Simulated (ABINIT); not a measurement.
# Bi (C2/m) in ABINIT: single point with LDA

Aim: the single point of Bi with LDA.

All numbers are computed with ABINIT 10.8.3 (patched build); they aren't measurements. Logs are shortened: lines on timing, memory, paths and dates and some standing lists are left out, and cuts for length are marked. The log counts tension as positive stress, the text compression.

## (1) The cell of the first run

It takes space group C2/m (No. 12, monoclinic). Conventional cell: a = 7.069 Å, b = 6.348 Å, c = 3.403 Å, α = 90.00°, β = 112.04°, γ = 90.00°. Bi (site symmetry m) has 6 Bi at 3.25 to 3.49 Å as nearest neighbours.

This isn't the form of Bi at room conditions, which is rhombohedral.

## (2) Single point, LDA (cell stretched)

Contents of run.abi:

```
# Pseudopotentials
pp_dirpath "./"
pseudos "Bi.hgh"

# Structure
acell 4.7503414231 4.7503414231 3.4031277629 Angstrom
rprim
     0.7440530175    -0.6681205783     0.0000000000
     0.7440530175     0.6681205783     0.0000000000
    -0.3751898342     0.0000000000     0.9269479965
ntypat 1
znucl 83
natom 2
typat 1 1
xred
     0.7530610000     0.7530610000     0.8573820000
     0.2469390000     0.2469390000     0.1426180000
chkprim 0
chksymtnons 0
tolsym 1.0e-6

# Plane-wave basis
ecut 14.0

# k points
kptopt 1
ngkpt 4 4 7
nshiftk 1
shiftk 0.0 0.0 0.0

# Exchange and correlation
ixc 7

# Bands and occupations
nband 9
occopt 3
tsmear 0.00183747

# SCF cycle
nstep 100
tolvrs 1.0e-10

# Output
iomode 3
prtwf 0
prteig 0
prtebands 0
enunit 2
prtden 1
prtvha 1
prtvclmb 1
prtpot 1
prtelf 1
```

Potentials or basis: HGH LDA.

Command:

```sh
$ abinit run.abi > log 2>&1
```

run.abo:

```text
.Version 10.8.3 of ABINIT
 Symmetries : space group C2/m (# 12); Bravais mC (1-face-center monocl.)
================================================================================
 Values of the parameters that define the memory need of the present run
     intxc =       0    ionmov =       0      iscf =       7    lmnmax =       6
     lnmax =       6     mgfft =      32  mpssoang =       3    mqgrid =    3001
     natom =       2  nloc_mem =       1    nspden =       1   nspinor =       1
    nsppol =       1      nsym =       4    n1xccc =       0    ntypat =       1
    occopt =       3   xclevel =       1
       mpw =        1212          nfft =       24576          nkpt =          37
================================================================================
================================================================================

--------------------------------------------------------------------------------
------------- Echo of variables that govern the present computation ------------
--------------------------------------------------------------------------------
 -outvars: echo values of preprocessed input variables --------
            acell      8.9768442942E+00  8.9768442942E+00  6.4309794434E+00 Bohr
              amu      2.08980370E+02
          chkprim           0
      chksymtnons           0
             ecut      1.40000000E+01 Hartree
           enunit           2
              ixc           7
         kptrlatt        4    0    0      0    4    0      0    0    7
          kptrlen      3.59073772E+01
            natom           2
            nband           9
            ngfft          32      32      24
             nkpt          37
            nstep         100
             nsym           4
           ntypat           1
           occopt           3
        prtebands           0
           prteig           0
           prtelf           1
           prtpot           1
         prtvclmb           1
           prtvha           1
            prtwf           0
            rprim      7.4405301750E-01 -6.6812057830E-01  0.0000000000E+00
                       7.4405301750E-01  6.6812057830E-01  0.0000000000E+00
                      -3.7518983420E-01  0.0000000000E+00  9.2694799650E-01
          spgroup          12
           tolsym      1.00000000E-06
           tolvrs      1.00000000E-10
           tsmear      1.83747000E-03 Hartree
            typat      1  1
           xangst      4.2286754726E+00  2.0488515833E-16  2.7046307772E+00
                       1.5635173263E+00  7.0645604742E-19  4.4989168444E-01
            xcart      7.9910385185E+00  3.8717683650E-16  5.1110114406E+00
                       2.9546195399E+00  1.3350084496E-18  8.5017206991E-01
             xred      7.5306100000E-01  7.5306100000E-01  8.5738200000E-01
                       2.4693900000E-01  2.4693900000E-01  1.4261800000E-01
            znucl       83.00000

================================================================================

 chkinp: Checking input parameters for consistency.

================================================================================
== DATASET  1 ==================================================================

--- !DatasetInfo
iteration_state: {dtset: 1, }
dimensions: {natom: 2, nkpt: 37, mband: 9, nsppol: 1, nspinor: 1, nspden: 1, mpw: 1212, }
cutoff_energies: {ecut:  14.0, pawecutdg:  -1.0, }
electrons: {nelect:   1.00000000E+01, charge:   0.00000000E+00, occopt:   3.00000000E+00, tsmear:   1.83747000E-03, }
meta: {optdriver: 0, ionmov: 0, optcell: 0, iscf: 7, paral_kgb: 0, }
...

 Exchange-correlation functional for the present dataset will be:
  LDA: Perdew-Wang 92 LSD fit to Ceperley-Alder data - ixc=7
  J.P.Perdew and Y.Wang, PRB 45, 13244 (1992)

 Real(R)+Recip(G) space primitive vectors, cartesian coordinates (Bohr,Bohr^-1):
 R(1)=  6.6792481 -5.9976144  0.0000000  G(1)=  0.0748587 -0.0833665  0.0302997
 R(2)=  6.6792481  5.9976144  0.0000000  G(2)=  0.0748587  0.0833665  0.0302997
 R(3)= -2.4128381  0.0000000  5.9611835  G(3)=  0.0000000  0.0000000  0.1677519
 Unit cell volume ucvol=  4.7760471E+02 bohr^3
 Angles (23,13,12)=  1.06210145E+02  1.06210145E+02  8.38443507E+01 degrees

 getcut: wavevector=  0.0000  0.0000  0.0000  ngfft=  32  32  24
         ecut(hartree)=     14.000   => boxcut(ratio)=   2.11733

--- Pseudopotential description ------------------------------------------------
- pspini: atom type   1  psp file is ./Bi.hgh
    3    1    2    0      2001   0.00000      pspcod,pspxc,lmax,lloc,mmax,r2well

 pspatm : COMMENT -
  the projectors are not normalized,
  so that the KB energies are not consistent with
  definition in PRB44, 8503 (1991).
  However, this does not influence the results obtained hereafter.

   6.95894311E+02                                ecore*ucvol(ha*bohr**3)
--------------------------------------------------------------------------------

================================================================================

--- !BeginCycle
iteration_state: {dtset: 1, }
solver: {iscf: 7, nstep: 100, nline: 4, wfoptalg: 0, }
tolerances: {tolvrs: 1.00E-10, }
...

     iter   Etot(hartree)      deltaE(h)  residm     vres2
 ETOT  1  -11.223565146700    -1.122E+01 1.132E-02 1.338E+01
 ETOT  2  -11.233109797802    -9.545E-03 7.428E-04 4.972E-01
 ETOT  3  -11.233297486943    -1.877E-04 2.172E-03 4.955E-03
 ETOT  4  -11.233298857446    -1.371E-06 7.783E-04 7.993E-05
 ETOT  5  -11.233298875447    -1.800E-08 4.410E-05 2.169E-06
 ETOT  6  -11.233298875934    -4.870E-10 1.513E-05 2.056E-08
 ETOT  7  -11.233298875939    -4.924E-12 7.277E-06 3.347E-10
 ETOT  8  -11.233298875939    -9.059E-14 5.563E-06 3.126E-12

 At SCF step    8       vres2   =  3.13E-12 < tolvrs=  1.00E-10 =>converged.

 Compute ELF
--------------------------------------------------------------------------------

 Compute kinetic energy density

 Compute gradient of the electron density
 Electron Localization Function (ELF) [min:0;max:1]
)     Maximum=    8.6227E-01  at reduced coord.    0.6250    0.6250    0.7083
)     Minimum=    0.0000E+00  at reduced coord.    0.2500    0.2500    0.1250
   Integrated=    2.0006E+02

--------------------------------------------------------------------------------
 End of ELF section

 Cartesian components of stress tensor (hartree/bohr^3)
  sigma(1 1)=  1.51268910E-04  sigma(3 2)=  0.00000000E+00
  sigma(2 2)=  2.05881123E-04  sigma(3 1)= -1.21912802E-05
  sigma(3 3)=  1.92004821E-04  sigma(2 1)=  0.00000000E+00

--- !ResultsGS
iteration_state: {dtset: 1, }
comment   : Summary of ground state results
lattice_vectors:
- [  6.6792481,  -5.9976144,   0.0000000, ]
- [  6.6792481,   5.9976144,   0.0000000, ]
- [ -2.4128381,   0.0000000,   5.9611835, ]
lattice_lengths: [   8.97684,    8.97684,    6.43098, ]
lattice_angles: [106.210, 106.210,  83.844, ] # degrees, (23, 13, 12)
lattice_volume:   4.7760471E+02
convergence: {deltae: -9.059E-14, res2:  3.126E-12, residm:  5.563E-06, diffor: null, }
etotal    :  -1.12332989E+01
entropy   :   0.00000000E+00
fermie    :   4.08065977E-02
cartesian_stress_tensor: # hartree/bohr^3
- [  1.51268910E-04,   0.00000000E+00,  -1.21912802E-05, ]
- [  0.00000000E+00,   2.05881123E-04,   0.00000000E+00, ]
- [ -1.21912802E-05,   0.00000000E+00,   1.92004821E-04, ]
pressure_GPa:  -5.3856E+00
xred      :
- [  7.5306E-01,   7.5306E-01,   8.5738E-01, Bi]
- [  2.4694E-01,   2.4694E-01,   1.4262E-01, Bi]
cartesian_forces: # hartree/bohr
- [  3.67495541E-03,  -2.86691675E-19,   3.40136630E-03, ]
- [ -3.67495541E-03,   2.86691675E-19,  -3.40136630E-03, ]
force_length_stats: {min:   5.00745344E-03, max:   5.00745344E-03, mean:   5.00745344E-03, }
...

 Integrated electronic density in atomic spheres:
 ------------------------------------------------
 Atom  Sphere_radius  Integrated_density
    1        2.00000          1.42462371
    2        2.00000          1.42462371
================================================================================

 ----iterations are completed or convergence reached----

 Mean square residual over all n,k,spin=   50.218E-09; max=  55.626E-07
 reduced coordinates (array xred) for    2 atoms
       0.753061000000      0.753061000000      0.857382000000
       0.246939000000      0.246939000000      0.142618000000
 rms dE/dt=  2.1096E-02; max dE/dt=  2.4546E-02; dE/dt below (all hartree)
    1      -0.024545938881     -0.024545938881     -0.011409096230
    2       0.024545938881      0.024545938881      0.011409096230

 cartesian coordinates (angstrom) at end:
    1      4.22867547257675     0.00000000000000     2.70463077721756
    2      1.56351732632498     0.00000000000000     0.44989168443612

 cartesian forces (hartree/bohr) at end:
    1      0.00367495540956    -0.00000000000000     0.00340136629963
    2     -0.00367495540956     0.00000000000000    -0.00340136629963
 frms,max,avg= 2.8910546E-03 3.6749554E-03   0.000E+00  0.000E+00  0.000E+00 h/b

 cartesian forces (eV/Angstrom) at end:
    1      0.18897380517125    -0.00000000000000     0.17490528748963
    2     -0.18897380517125     0.00000000000000    -0.17490528748963
 frms,max,avg= 1.4866400E-01 1.8897381E-01   0.000E+00  0.000E+00  0.000E+00 e/A
 length scales=  8.976844294214  8.976844294214  6.430979443354 bohr
              =  4.750341423100  4.750341423100  3.403127762900 angstroms
 Fermi (or HOMO) energy (hartree) =   0.04081   Average Vxc (hartree)=  -0.30630
 Eigenvalues (hartree) for nkpt=  37  k points:
 kpt#   1, nband=  9, wtk=  0.00893, kpt=  0.0000  0.0000  0.0000 (reduced coord)
  -0.42855   -0.29696   -0.06336   -0.05313    0.15169    0.15283    0.17557    0.18584
   0.19121
      occupation numbers for kpt#   1
   2.00000    2.00000    2.00000    2.00000    0.00000    0.00000    0.00000    0.00000
   0.00000
 prteigrs : prtvol=0 or 1, do not print more k-points.

 Fermi (or HOMO) energy (eV) =   1.11040   Average Vxc (eV)=  -8.33492
 Eigenvalues (   eV  ) for nkpt=  37  k points:
 kpt#   1, nband=  9, wtk=  0.00893, kpt=  0.0000  0.0000  0.0000 (reduced coord)
 -11.66155   -8.08073   -1.72413   -1.44587    4.12780    4.15881    4.77761    5.05688
   5.20317
 prteigrs : prtvol=0 or 1, do not print more k-points.

--- !EnergyTerms
iteration_state     : {dtset: 1, }
comment             : Components of total free energy in Hartree
kinetic             :  3.25603503365573E+00
hartree             :  3.91794434497801E-01
xc                  : -2.65759095936500E+00
Ewald energy        : -1.15128008829131E+01
psp_core            :  1.45705076712467E+00
local_psp           : -2.24476106302788E+00
non_local_psp       :  7.73021942115862E-02
internal            : -1.12329704758162E+01
'-kT*entropy'       : -3.28400123149995E-04
total_energy        : -1.12332988759393E+01
total_energy_eV     : -3.05673634529729E+02
band_energy         : -1.59171747047866E+00
...

 Cartesian components of stress tensor (hartree/bohr^3)
  sigma(1 1)=  1.51268910E-04  sigma(3 2)=  0.00000000E+00
  sigma(2 2)=  2.05881123E-04  sigma(3 1)= -1.21912802E-05
  sigma(3 3)=  1.92004821E-04  sigma(2 1)=  0.00000000E+00

-Cartesian components of stress tensor (GPa)         [Pressure= -5.3856E+00 GPa]
- sigma(1 1)=  4.45048498E+00  sigma(3 2)=  0.00000000E+00
- sigma(2 2)=  6.05723176E+00  sigma(3 1)= -3.58679848E-01
- sigma(3 3)=  5.64897687E+00  sigma(2 1)=  0.00000000E+00

== END DATASET(S) ==============================================================
================================================================================

 -outvars: echo values of variables after computation  --------
            acell      8.9768442942E+00  8.9768442942E+00  6.4309794434E+00 Bohr
           etotal     -1.1233298876E+01
            fcart      3.6749554096E-03 -2.8669167519E-19  3.4013662996E-03
                      -3.6749554096E-03  2.8669167519E-19 -3.4013662996E-03
            rprim      7.4405301750E-01 -6.6812057830E-01  0.0000000000E+00
                       7.4405301750E-01  6.6812057830E-01  0.0000000000E+00
                      -3.7518983420E-01  0.0000000000E+00  9.2694799650E-01
           strten      1.5126890968E-04  2.0588112294E-04  1.9200482116E-04
                       0.0000000000E+00 -1.2191280242E-05  0.0000000000E+00
           xangst      4.2286754726E+00  2.0488515833E-16  2.7046307772E+00
                       1.5635173263E+00  7.0645604742E-19  4.4989168444E-01
             xred      7.5306100000E-01  7.5306100000E-01  8.5738200000E-01
                       2.4693900000E-01  2.4693900000E-01  1.4261800000E-01
 Calculation completed.
```

Wall time 6.7 s (1 thread of Intel Xeon Platinum 8375C at 2.90GHz (Ice Lake), shared host); peak memory 0.07 GiB.

What came out:

```
Free energy                                           : -305.6736 eV
Pressure                                              : -5.4 GPa
Largest force                                         : 0.257 eV/Å
Band gap on the k mesh                                : none (metal or under the smearing width)
Valence electrons inside the program's atomic spheres : Bi 1.42 (radii [1.0584] Å)
```

Forces on the atoms (eV/Å):
```
Bi   0.189  0.000  0.175
Bi  -0.189  0.000 -0.175
```

Caveat: spin-orbit coupling is left out, which moves the levels of the heavy elements; HGH potentials are hard and often keep d shells in the core, so these values are rough.
